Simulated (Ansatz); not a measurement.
# SrTiO₃, one structure, two calculations

Cell: an entry of the Crystallography Open Database (COD), whose atoms a relaxation with PBE at fixed cell left in place.

```
CELL_PARAMETERS angstrom
3.90500 0.00000 0.00000
0.00000 3.90500 0.00000
0.00000 0.00000 3.90500
ATOMIC_POSITIONS crystal
Sr 0.00000 0.00000 0.00000
Ti 0.50000 0.50000 0.50000
O 0.00000 0.50000 0.50000
O 0.50000 0.00000 0.50000
O 0.50000 0.50000 0.00000
```

Atom numbers follow the list; atoms alike are taken as one site, whose name carries the number of the first.

First run. The numbers come from a DFT calculation in Ansatz (PBE, plane waves and PAW, scalar-relativistic, 420 eV cutoff, Γ-centred 8×8×8 k-points, Fermi–Dirac smearing 0.02 eV).

```tsv
site	atom	V_zz (10²¹ V/m²)	η
O	3	1.30	0.00
```

Second run. The same atoms and settings, except that the functional is PBEsol.

Q: What does the second run give?

A: 

| site | atom | V_zz | η | change of V_zz |
| --- | --- | --- | --- | --- |
| O | 3 | 1.10 | 0.00 | -0.20 |

The largest change of V_zz is on O, from 1.30 to 1.10. In per cent, |V_zz| changes by -16 on O (all sites that start above 0.5). Sites without a gradient aren't listed.

This high-symmetry form of SrTiO3 is unstable when cold, to tilts of the octahedra. The symmetry of the cell holds that distortion back, wholly or in part, and it would change the field gradients, the more the larger the distortion.
